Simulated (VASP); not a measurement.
## InSe: what each functional gives, and what it costs

Wanted: bands and gap of InSe from one functional after another. The levels: LDA, PBEsol, r2SCAN, TB-mBJ, SCAN, HSE06 and HSE03. LASPH is on for some levels and off for others; the table marks which. The start is a cell from a database of measured crystal structures.

Calculated with VASP 6.6.1; LDA; plane waves and PAW (In_d, Se), in the first sound run; inputs show where later runs differ.

### 1. The structure

The structure is trigonal, space group R3m (No. 160). The conventional cell has a = 4.000 Å, b = 4.000 Å, c = 24.950 Å, α = 90.00°, β = 90.00°, γ = 120.00°. In has 3 Se at 2.64 Å and 1 In at 2.80 Å nearest. Se has 3 In at 2.64 Å nearest. Nearest to Se lie 3 In at 2.64 Å. Farther neighbours and most contacts between anions are not listed.

### 2. Bands with LDA

The mesh alone shows little of the dispersion and can miss band extrema, so KPOINTS_OPT adds a path through the symmetry points after the self-consistent cycle. LDA, the lowest rung, knows the local density alone.

INCAR

```
SYSTEM = InSe
PREC = Accurate
ENCUT = 400
EDIFF = 1E-06
NELM = 100
ISMEAR = 0
SIGMA = 0.02
LREAL = .FALSE.
ALGO = Normal
GGA = CA
NBANDS = 33
LORBIT = 11
LWAVE = .FALSE.
LCHARG = .FALSE.
KPAR = 8
```

POSCAR

```
InSe
1.0
    2.0000000000      1.1547005384      8.3166666667
   -2.0000000000      1.1547005384      8.3166666667
    0.0000000000     -2.3094010768      8.3166666667
In Se
2 2
Direct
    0.0000000000      0.0000000000      0.0000000000
    0.1122000000      0.1122000000      0.1122000000
    0.6155000000      0.6155000000      0.6155000000
    0.8300000000      0.8300000000      0.8300000000
```

KPOINTS

```
Automatic mesh
0
Gamma
4 4 4
0 0 0
```

KPOINTS_OPT

```
Line mode
16
Line-mode
Reciprocal
  0.00000000   0.00000000   0.00000000 GAMMA
  0.50000000   0.00000000   0.00000000 L

  0.50000000   0.00000000   0.00000000 L
  0.50000000   0.17951802  -0.17951802 B1

  0.82048198   0.50000000   0.17951802 B
  0.50000000   0.50000000   0.50000000 Z

  0.50000000   0.50000000   0.50000000 Z
  0.00000000   0.00000000   0.00000000 GAMMA

  0.00000000   0.00000000   0.00000000 GAMMA
  0.33975901   0.00000000  -0.33975901 X

  0.66024099   0.33975901   0.00000000 Q
  0.50000000   0.50000000   0.00000000 F

  0.50000000   0.50000000   0.00000000 F
  0.66024099   0.66024099   0.17951802 P1

  0.66024099   0.66024099   0.17951802 P1
  0.50000000   0.50000000   0.50000000 Z

  0.50000000   0.00000000   0.00000000 L
  0.82048198   0.33975901   0.33975901 P
```

PAW data sets: In_d and Se (PBE family, release 64).

Run with:

```
$ mpirun -np 8 vasp_std
```

Log:

```text
[banner, memory and clock lines left out]
running    8 mpi-ranks, on    1 nodes
 distrk:  each k-point on    1 cores,    8 groups
 distr:  one band on    1 cores,    1 groups

 POSCAR found type information on POSCAR InSe
 POSCAR found :  2 types and       4 ions
|                                                                             |
|           W    W    AA    RRRRR   N    N  II  N    N   GGGG   !!!           |
|           W    W   A  A   R    R  NN   N  II  NN   N  G    G  !!!           |
|           W    W  A    A  R    R  N N  N  II  N N  N  G       !!!           |
|           W WW W  AAAAAA  RRRRR   N  N N  II  N  N N  G  GGG   !            |
|           WW  WW  A    A  R   R   N   NN  II  N   NN  G    G                |
|           W    W  A    A  R    R  N    N  II  N    N   GGGG   !!!           |
|                                                                             |
|     For optimal performance we recommend to set                             |
|       NCORE = 2 up to number-of-cores-per-socket                            |
|     NCORE specifies how many cores store one orbital (NPAR=cpu/NCORE).      |
|     This setting can greatly improve the performance of VASP for DFT.       |
|     The default, NCORE=1 might be grossly inefficient on modern             |
|     multi-core architectures or massively parallel machines. Do your        |
|     Unfortunately you need to use the default for GW and RPA                |
|     calculations (for HF NCORE is supported but not extensively tested      |
|     yet).                                                                   |
|                                                                             |

|                                                                             |
|               ----> ADVICE to this user running VASP <----                  |
|                                                                             |
|     You enforced a specific xc type in the INCAR file but a different       |
|     [... a line on the potential file left out ...]
|     I HOPE YOU KNOW WHAT YOU ARE DOING!                                     |
|                                                                             |

 LDA part: xc-table for (Slater(with rela. corr.)+CA(PZ))
 , standard interpolation
 POSCAR, INCAR and KPOINTS ok, starting setup
 FFT: planning ... GRIDC
 FFT: planning ... GRID_SOFT
 FFT: planning ... GRID
 WAVECAR not read
 entering main loop
       N       E                     dE             d eps       ncg     rms          rms(c)
DAV:   1     0.321631381380E+03    0.32163E+03   -0.14217E+04   866   0.106E+03
DAV:   2     0.213283564649E+02   -0.30030E+03   -0.28477E+03   891   0.311E+02
DAV:   3    -0.155859025339E+02   -0.36914E+02   -0.36289E+02  1060   0.119E+02
DAV:   4    -0.171789682061E+02   -0.15931E+01   -0.15896E+01  1028   0.260E+01
DAV:   5    -0.172551019899E+02   -0.76134E-01   -0.76123E-01  1372   0.525E+00    0.677E+00
DAV:   6    -0.167252274694E+02    0.52987E+00   -0.80940E-01  1233   0.149E+01    0.398E+00
DAV:   7    -0.166797672637E+02    0.45460E-01   -0.30062E-01  1220   0.386E+00    0.110E+00
DAV:   8    -0.166745786079E+02    0.51887E-02   -0.27752E-02  1283   0.150E+00    0.691E-01
DAV:   9    -0.166733587189E+02    0.12199E-02   -0.46887E-03  1138   0.411E-01    0.145E-01
DAV:  10    -0.166733724294E+02   -0.13711E-04   -0.25721E-04  1218   0.123E-01    0.740E-02
DAV:  11    -0.166733875919E+02   -0.15163E-04   -0.35744E-05  1162   0.474E-02    0.255E-02
DAV:  12    -0.166733847048E+02    0.28871E-05   -0.63368E-06  1147   0.233E-02    0.100E-02
DAV:  13    -0.166733849283E+02   -0.22346E-06   -0.16856E-06   802   0.711E-03
   1 F= -.16673385E+02 E0= -.16673385E+02  d E =-.376228E-11
 Start KPOINTS_OPT (optional k-point list driver)
k-point batch [1-13\144]
       N       E                     dE             ncg
DAV:   1     0.144779161135E+04   -0.37856E+04      858
DAV:   2    -0.247250343391E+04   -0.39203E+04      866
DAV:   3    -0.297175793503E+04   -0.49925E+03     1055
DAV:   4    -0.299450832435E+04   -0.22750E+02     1011
DAV:   5    -0.299553543538E+04   -0.10271E+01     1324
DAV:   6    -0.299554925620E+04   -0.13821E-01     1060
DAV:   7    -0.299554989508E+04   -0.63888E-03     1316
DAV:   8    -0.299554990845E+04   -0.13368E-04     1052
DAV:   9    -0.299554990885E+04   -0.40511E-06      724
[...]
k-point batch [144-144\144]
       N       E                     dE             ncg
DAV:   1     0.120498960892E+05   -0.91993E+03       66
DAV:   2     0.117606575579E+05   -0.28924E+03       66
DAV:   3     0.117269590094E+05   -0.33699E+02       75
DAV:   4     0.117254704240E+05   -0.14886E+01       84
DAV:   5     0.117253993830E+05   -0.71041E-01      100
DAV:   6     0.117253977486E+05   -0.16344E-02       92
DAV:   7     0.117253977115E+05   -0.37140E-04       92
DAV:   8     0.117253977105E+05   -0.10107E-05       84
DAV:   9     0.117253977105E+05   -0.22515E-07       52
```

Wall time 3 min (8 MPI ranks of AMD EPYC 7R43, shared host); peak memory 2.3 GiB.

The logs omit lines about the potential files and the build; timing stands in the text.

OUTCAR, selected parts (step 2):

```text
ion  position               nearest neighbor table
   1  0.000  0.000  0.000-   3 2.64   3 2.64   3 2.64   2 2.80
   2  0.112  0.112  0.112-   4 2.64   4 2.64   4 2.64   1 2.80
   3  0.615  0.615  0.615-   1 2.64   1 2.64   1 2.64
   4  0.830  0.830  0.830-   2 2.64   2 2.64   2 2.64

  LATTYP: Found a trigonal (rhomboedric) cell.
 ALAT       =     8.6313543421
 COS(alpha) =     0.8926178500

 Subroutine GETGRP returns: Found  6 space group operations
 (whereof  6 operations were pure point group operations)

The static configuration has the point symmetry C_3v.

 Found     13 irreducible k-points:

   k-points           NKPTS =     13   k-points in BZ     NKDIM =     13   number of bands    NBANDS=     33

   dimension x,y,z NGX =    56 NGY =   56 NGZ =   56
   dimension x,y,z NGXF=   112 NGYF=  112 NGZF=  112

   ENCUT  =  400.0 eV  29.40 Ry    5.42 a.u.  14.08 14.08 14.08*2*pi/ulx,y,z

   NELECT =      38.0000    total number of electrons

 k-points in reciprocal lattice and weights: Automatic mesh
   0.00000000  0.00000000  0.00000000       0.016
   0.25000000  0.00000000  0.00000000       0.094
   0.50000000  0.00000000  0.00000000       0.047
   0.25000000  0.25000000  0.00000000       0.094
   0.50000000  0.25000000  0.00000000       0.188
  -0.25000000  0.25000000  0.00000000       0.094
   0.50000000  0.50000000  0.00000000       0.047
   0.25000000  0.25000000  0.25000000       0.031
   0.50000000  0.25000000  0.25000000       0.094
  -0.25000000  0.25000000  0.25000000       0.094
   0.50000000  0.50000000  0.25000000       0.094
  -0.25000000  0.50000000  0.25000000       0.094
   0.50000000  0.50000000  0.50000000       0.016

 average (electrostatic) potential at core
       1 -96.9145       2 -96.9081       3 -53.8591       4 -53.8493

 E-fermi :   4.0900

 k-point     1 :       0.0000    0.0000    0.0000
  band No.  band energies     occupation
    ...
     15       2.3211      2.00000
     16       2.6488      2.00000
     17       2.6488      2.00000
     18       2.7815      2.00000
     19       2.7815      2.00000
     20       5.6253      0.00000
     21       5.8979      0.00000
     22       8.2354      0.00000
     23       8.2354      0.00000
     24       8.9796      0.00000
    ...

 k-point     2 :       0.2500    0.0000    0.0000
  band No.  band energies     occupation
    ...
     15       0.3932      2.00000
     16       1.9730      2.00000
     17       2.0407      2.00000
     18       2.2321      2.00000
     19       2.9208      2.00000
     20       5.8314      0.00000
     21       6.0421      0.00000
     22       7.8608      0.00000
     23       8.0985      0.00000
     24       8.6141      0.00000
    ...

 k-point     3 :       0.5000    0.0000    0.0000
  band No.  band energies     occupation
    ...
     15       0.4157      2.00000
     16       1.4976      2.00000
     17       1.5869      2.00000
     18       1.7471      2.00000
     19       2.2721      2.00000
     20       5.0026      0.00000
     21       5.8463      0.00000
     22       7.5088      0.00000
     23       7.8685      0.00000
     24       8.6825      0.00000
    ...

  Total       -0.3982161     -0.3982161     -1.3954059      0.0000000      0.0000000      0.0000000
  in kB       -5.5364262     -5.5364262    -19.4004247      0.0000000      0.0000000      0.0000000
  external PRESSURE =     -10.1577591 kB  Pullay stress =       0.0000000 kB

  energy-cutoff  :      400.00
  volume of cell :      115.24
      direct lattice vectors                 reciprocal lattice vectors
     2.000000000  1.154700538  8.316666667     0.250000000  0.144337567  0.040080160
    -2.000000000  1.154700538  8.316666667    -0.250000000  0.144337567  0.040080160
     0.000000000 -2.309401077  8.316666667     0.000000000 -0.288675135  0.040080160

 POSITION                                       TOTAL-FORCE (eV/Angst)
 -----------------------------------------------------------------------------------
      0.00000      0.00000      0.00000         0.000000     -0.000000      0.115671
      0.00000      0.00000      2.79939         0.000000     -0.000000     -0.112669
      0.00000      0.00000     15.35673         0.000000      0.000000      0.081367
      0.00000      0.00000     20.70850         0.000000     -0.000000     -0.084369
 -----------------------------------------------------------------------------------
    total drift:                               -0.000000     -0.000000      0.000091

  FREE ENERGIE OF THE ION-ELECTRON SYSTEM (eV)
  ---------------------------------------------------
  free  energy   TOTEN  =       -16.6733849283 eV

  energy  without entropy=      -16.6733849283  energy(sigma->0) =      -16.67338493

 total charge
# of ion       s       p       d       tot
------------------------------------------
    1        0.866   0.682   9.890  11.438
    2        0.866   0.684   9.890  11.440
    3        1.479   2.322   0.024   3.824
    4        1.478   2.323   0.024   3.825
--------------------------------------------------
tot          4.690   6.011  19.827  30.528

[... 3 further parts left out ...]
```

Spin-orbit coupling is off here; with elements this heavy it splits and shifts levels by tenths of an eV or more. The PAW data sets were made with PBE, though LDA sets exist; this is a small mismatch.

Numbers from this step:

```
SCF cycles                        : 13
electrons                         : 38
bands                             : 33
irreducible k-points              : 13
symmetry operations               : 6
free energy (TOTEN)               : -16.67 eV
Fermi energy                      : 4.09 eV
pressure                          : -1.016 GPa
metallic                          : no
least gap on mesh and path        : 0.1804 eV
least direct gap on mesh and path : 0.1804 eV
valence top at k                  : 0.5, 0.5, 0.5
conduction bottom at k            : 0.5, 0.5, 0.5
least direct gap at k             : 0.5, 0.5, 0.5
```

The electronic bands at the labelled points (eV, zero at the valence-band top; v1 is the highest filled band, c1 the lowest empty one):

| point | v4 | v3 | v2 | v1 | c1 | c2 | c3 | c4 |
| --- | --- | --- | --- | --- | --- | --- | --- | --- |
| Γ | -1.36 | -1.36 | -1.22 | -1.22 | 1.62 | 1.89 | 4.23 | 4.23 |
| 0.47 of the way | -2.01 | -1.91 | -1.72 | -1.08 | 1.92 | 2.10 | 3.91 | 4.05 |
| L | -2.51 | -2.42 | -2.26 | -1.73 | 1.00 | 1.84 | 3.50 | 3.86 |
| 0.47 of the way | -3.35 | -2.99 | -2.22 | -1.59 | 1.70 | 2.21 | 3.28 | 4.17 |
| B1 | -3.76 | -2.60 | -2.33 | -1.83 | 1.55 | 2.32 | 3.22 | 4.27 |
| jump to B | -3.76 | -2.60 | -2.33 | -1.83 | 1.55 | 2.32 | 3.22 | 4.27 |
| 0.53 of the way | -2.92 | -2.38 | -2.00 | -0.63 | 2.17 | 2.67 | 3.78 | 4.27 |
| Z | -1.43 | -1.14 | -1.14 | 0.00 | 0.18 | 1.97 | 4.13 | 4.13 |
| 0.53 of the way | -1.40 | -1.18 | -1.18 | -1.09 | 1.15 | 1.96 | 4.18 | 4.18 |
| Γ | -1.36 | -1.36 | -1.22 | -1.22 | 1.62 | 1.89 | 4.23 | 4.23 |
| 0.53 of the way | -2.61 | -2.58 | -1.79 | -1.06 | 1.96 | 2.34 | 3.29 | 4.37 |
| X | -3.78 | -2.65 | -2.30 | -1.80 | 1.62 | 2.19 | 3.27 | 4.23 |
| jump to Q | -3.78 | -2.65 | -2.30 | -1.80 | 1.62 | 2.19 | 3.27 | 4.23 |
| 0.53 of the way | -2.89 | -2.71 | -2.54 | -1.64 | 1.48 | 1.96 | 3.48 | 4.03 |
| F | -2.76 | -2.59 | -2.06 | -1.58 | 0.94 | 1.87 | 3.13 | 3.41 |
| 0.53 of the way | -2.73 | -2.58 | -2.07 | -1.63 | 1.03 | 1.81 | 3.15 | 3.48 |
| P1 | -2.67 | -2.55 | -2.09 | -1.74 | 1.20 | 1.68 | 3.20 | 3.62 |
| 0.53 of the way | -2.87 | -1.98 | -1.58 | -0.51 | 1.79 | 2.45 | 3.82 | 4.15 |
| Z | -1.43 | -1.14 | -1.14 | 0.00 | 0.18 | 1.97 | 4.13 | 4.13 |
| jump to L | -2.51 | -2.42 | -2.26 | -1.73 | 1.00 | 1.84 | 3.50 | 3.86 |
| 0.47 of the way | -2.50 | -2.48 | -2.19 | -1.80 | 1.17 | 1.68 | 3.39 | 3.84 |
| P | -2.67 | -2.55 | -2.09 | -1.74 | 1.20 | 1.68 | 3.20 | 3.62 |

Of the projections kept (In, Se), the largest for each band there; the rest of the weight can lie on other orbitals:

| point | v4 | v3 | v2 | v1 | c1 | c2 | c3 | c4 |
| --- | --- | --- | --- | --- | --- | --- | --- | --- |
| Γ | Se 0.87 | Se 0.87 | Se 0.84 | Se 0.84 | Se 0.65 | In 0.70 | In 0.83 | In 0.83 |
| L | Se 0.69 | Se 0.80 | Se 0.75 | Se 0.59 | In 0.57 | In 0.54 | In 0.63 | In 0.66 |
| B1 | Se 0.72 | Se 0.74 | Se 0.74 | In 0.54 | In 0.58 | In 0.58 | Se 0.53 | In 0.50 |
| B | Se 0.72 | Se 0.74 | Se 0.74 | In 0.54 | In 0.58 | In 0.58 | Se 0.53 | In 0.50 |
| Z | Se 0.85 | Se 0.86 | Se 0.86 | Se 0.73 | Se 0.52 | In 0.61 | In 0.83 | In 0.83 |
| Γ | Se 0.87 | Se 0.87 | Se 0.84 | Se 0.84 | Se 0.65 | In 0.70 | In 0.83 | In 0.83 |

Force by atom:

| atom | x (eV/Å) | y (eV/Å) | z (eV/Å) | size |
| --- | --- | --- | --- | --- |
| In1 | 0.000 | 0.000 | 0.116 | 0.116 |
| In2 | 0.000 | 0.000 | -0.113 | 0.113 |
| Se3 | 0.000 | 0.000 | 0.081 | 0.081 |
| Se4 | 0.000 | 0.000 | -0.084 | 0.084 |

The gap is 0.18 eV, direct at Z.

[end of part 1 of 4]

[Lines on the potential files, build, host, timing and source positions are cut from VASP's logs without a mark.]

[Logs are printed without paths, hosts, clocks, repeated set-up lines and the standing remarks that a program may print on its own settings, such as how far it seeks lower states.]

[Hosts, paths, dates, database ids (printed as entryN), source tags and the programs' standing remarks are cut or masked in the printed files.]

[A measured line is paired with the nearest computed mode of its activity, which favours agreement.]
